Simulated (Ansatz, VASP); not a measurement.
One calculation of V, two programs

The input INCAR:

```
SYSTEM = V
PREC     = Accurate       ! precision mode
ENCUT    = 600            ! plane-wave cutoff, eV
EDIFF    = 1E-7           ! SCF threshold, eV
ISMEAR   = 0              ! smearing method
SIGMA    = 0.1            ! smearing width, eV
LREAL    = .False.        ! projectors in reciprocal space
LASPH    = .True.         ! aspherical terms in the spheres
NELM     = 100            ! most SCF steps
ALGO     = Fast           ! electronic algorithm
ISIF     = 3              ! what is computed and relaxed
LWAVE    = .False.        ! write WAVECAR
LCHARG   = .False.        ! write CHGCAR
GGA      = PE             ! functional
IBRION   = 2              ! ionic algorithm
NSW      = 100            ! ionic steps
EDIFFG   = -0.005         ! ionic threshold
```

The input KPOINTS:

```
regular mesh
0
Gamma
  18 18 18
  0 0 0
```

File POSCAR:

```
V
1.0
    0.0000000000      1.8963810953      1.8963810953
    1.8963810953      0.0000000000      1.8963810953
    1.8963810953      1.8963810953      0.0000000000
V
1
Direct
    0.0000000000      0.0000000000      0.0000000000
```

Input for Ansatz:

```yaml
crystal:
  lattice:
    - [0.0, 1.8963810953, 1.8963810953]
    - [1.8963810953, 0.0, 1.8963810953]
    - [1.8963810953, 1.8963810953, 0.0]
  atoms:
    - { symbol: V, position: [0.0, 0.0, 0.0] }
basis:
  ecutwfc: 420
kpoints:
  mp_grid: { grid: [18, 18, 18] }
hamiltonian:
  xc: pbe
scf:
  occupations: { method: gaussian, width: 0.1 }
output:
  forces: true
  stress: true
  eigenvalues: true
relax:
  adjacent_minimum: "off"
  f_tol: 0.005
  max_steps: 80
  cell: { stress_tol: 0.05 }
```

This isn't the form of V at room conditions, which is bcc.

Alike in both runs: task relaxation of cell and atoms; functional PBE; k mesh 18 × 18 × 18; occupations gaussian, width 0.1 eV; no spin polarisation.

```csv
,VASP,Ansatz
version,VASP 6.6.1,Ansatz 0.2.0
potentials or method,"VASP PAW PBE potentials, release 64 (V_sv)","scalar-relativistic, plane waves, PAW"
plane-wave cutoff (eV),600,420
valence electrons in the cell,13,13
```

VASP gave:

* gap on the k mesh at the Fermi level, each at its own relaxed structure (eV): none
* relaxed volume (Å³/atom): 13.91
* relaxed cell length with the largest relative difference (Å): 2.699
* energy change over the relaxation (meV/atom): -3

Problem. Estimate Ansatz's values.

Solution. gap on the k mesh at the Fermi level, each at its own relaxed structure (eV): none; relaxed volume (Å³/atom): 13.90; relaxed cell length with the largest relative difference (Å): 2.699; energy change over the relaxation (meV/atom): -3.

A gap of «none» marks a metal or a gap that the smearing closes.
